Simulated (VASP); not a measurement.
# Settings for Nb₃Sn: energy difference of two geometries

Nb₃Sn, Pm-3n (no. 223), 8 atoms in the cell. AM05, energy difference of two geometries; PAW potentials Sn_d, Nb_sv (PBE set). VASP 6.6.1.

Wanted: energy difference within 0.5 meV/atom.

What the run is for: energy difference; Accuracy asked: standard; Second geometry: volume scaled by 0.94.

The series start from Plane-wave cutoff (eV): 380; Smearing width (eV): 0.1; k-point mesh: 7 × 7 × 7; Precision mode (PREC): Accurate; Electronic threshold (eV): 1e-6; Aspherical gradient terms in the spheres (LASPH): yes; Electronic algorithm: ALGO=Normal. Each series keeps the choices made before it, and each single choice may use up half of a tolerance. Times cover all steps of a run.

## Plane-wave cutoff (eV)

| Plane-wave cutoff (eV) | Energy difference (meV/atom) | Time (s) |
|---|---|---|
| 240 | 25.89 | 27 |
| 300 | 19.76 | 32 |
| 340 | 19.37 | 38 |
| 380 | 18.97 | 54 |
| 440 | 17.47 | 58 |
| 520 | 16.97 | 120 |
| 620 (reference) | 16.85 | 163 |

Chosen: 520, the loosest value from which every tighter one stays within half of the tolerance.

## Smearing width (eV)

| Smearing width (eV) | Energy difference (meV/atom) | Time (s) |
|---|---|---|
| 0.4 | 17.64 | 109 |
| 0.3 | 17.67 | 98 |
| 0.2 | 17.41 | 92 |
| 0.15 | 17.20 | 84 |
| 0.1 | 16.97 | 120 |
| 0.05 (reference) | 16.87 | 81 |

Chosen: 0.1.

## k-point mesh

| k-point mesh | Energy difference (meV/atom) | Time (s) |
|---|---|---|
| 2 × 2 × 2 | 24.43 | 16 |
| 3 × 3 × 3 | 16.17 | 20 |
| 4 × 4 × 4 | 13.23 | 46 |
| 5 × 5 × 5 | 17.37 | 67 |
| 6 × 6 × 6 | 16.76 | 84 |
| 7 × 7 × 7 | 16.97 | 120 |
| 8 × 8 × 8 | 17.41 | 116 |
| 10 × 10 × 10 (reference) | 17.25 | 172 |

Chosen: 8 × 8 × 8.

## Precision mode (PREC)

| Precision mode (PREC) | Energy difference (meV/atom) | Time (s) |
|---|---|---|
| Low | 17.06 | 75 |
| SingleN | 17.06 | 90 |
| Normal | 17.42 | 79 |
| Accurate (reference) | 17.41 | 116 |

Chosen: Normal.

## Electronic threshold (eV)

| Electronic threshold (eV) | Energy difference (meV/atom) | Time (s) |
|---|---|---|
| 0.001 | 17.42 | 88 |
| 0.0001 | 17.42 | 90 |
| 1e-5 | 17.42 | 105 |
| 1e-6 | 17.42 | 79 |
| 1e-7 | 17.42 | 117 |
| 1e-8 (reference) | 17.42 | 125 |

Chosen: 0.001.

## Aspherical gradient terms in the spheres (LASPH)

| Aspherical gradient terms in the spheres (LASPH) | Energy difference (meV/atom) | Time (s) |
|---|---|---|
| yes | 17.42 | 88 |
| no | 17.42 | 78 |

Chosen: yes; no other choice that stays within half of the tolerance saves 30 % of the time.

## Electronic algorithm

| Electronic algorithm | Energy difference (meV/atom) | Time (s) |
|---|---|---|
| ALGO=Normal | 17.42 | 88 |
| ALGO=Fast | 17.55 | 134 |
| ALGO=VeryFast | 20.87 | 422 |
| ALGO=All ISEARCH=1 | 17.41 | 108 |
| ALGO=All ISEARCH=0 | 17.41 | 117 |
| ALGO=Damped TIME=0.4 | no result | 270 |
| ALGO=Damped TIME=0.1 | no result | 268 |

Chosen: ALGO=Normal.

## All choices together

| Input | Energy difference (meV/atom) | Time (s) |
|---|---|---|
| the program's defaults (naive) | 19.48 | 4.4 |
| chosen settings | 17.42 | 88 |
| reference settings throughout | 16.97 | 261 |

The tolerance is met.

## The input

INCAR:
```
SYSTEM = Nb3Sn
GGA = AM
ISMEAR = 1
SIGMA = 0.1
LWAVE = .FALSE.
LCHARG = .FALSE.
ISIF = 2
PREC = Normal
LASPH = .TRUE.
LREAL = .FALSE.
ALGO = Normal
EDIFF = 0.001
NELM = 120
GGA_COMPAT = .FALSE.
ENCUT = 520
KPAR = 8
```

KPOINTS:
```
Automatic mesh
0
Gamma
  8 8 8
  0 0 0
```

POSCAR.step1:
```
Nb3Sn
1.0
    5.2821000000      0.0000000000      0.0000000000
    0.0000000000      5.2821000000      0.0000000000
    0.0000000000      0.0000000000      5.2821000000
Sn Nb
2 6
Direct
    0.5000000000      0.5000000000      0.5000000000
    0.0000000000      0.0000000000      0.0000000000
    0.0000000000      0.5000000000      0.2500000000
    0.0000000000      0.5000000000      0.7500000000
    0.5000000000      0.2500000000      0.0000000000
    0.7500000000      0.0000000000      0.5000000000
    0.5000000000      0.7500000000      0.0000000000
    0.2500000000      0.0000000000      0.5000000000
```

POSCAR.step2:
```
Nb3Sn
1.0
    5.1742717848      0.0000000000      0.0000000000
    0.0000000000      5.1742717848      0.0000000000
    0.0000000000      0.0000000000      5.1742717848
Sn Nb
2 6
Direct
    0.5000000000      0.5000000000      0.5000000000
    0.0000000000      0.0000000000      0.0000000000
    0.0000000000      0.5000000000      0.2500000000
    0.0000000000      0.5000000000      0.7500000000
    0.5000000000      0.2500000000      0.0000000000
    0.7500000000      0.0000000000      0.5000000000
    0.5000000000      0.7500000000      0.0000000000
    0.2500000000      0.0000000000      0.5000000000
```

Commands (each step's output is kept before the next begins):
```
cat potpaw_PBE.64/Sn_d/POTCAR potpaw_PBE.64/Nb_sv/POTCAR > POTCAR
cp POSCAR.step1 POSCAR
mpirun -np 8 vasp_std > vasp.out
cp POSCAR.step2 POSCAR
mpirun -np 8 vasp_std > vasp.out
```

The chosen input took VASP 6.6.1 88 s on 8 cores (Intel Xeon Platinum 8488C (Sapphire Rapids)), a shared host.

## An input that fails: damping step far too long

The electronic loop stops at its limit of 78 steps.

Changes against the starting input:
```
- ALGO = Normal
- NELM = 120
+ ALGO = Damped
+ NELM = 78
+ TIME = 4.0
```
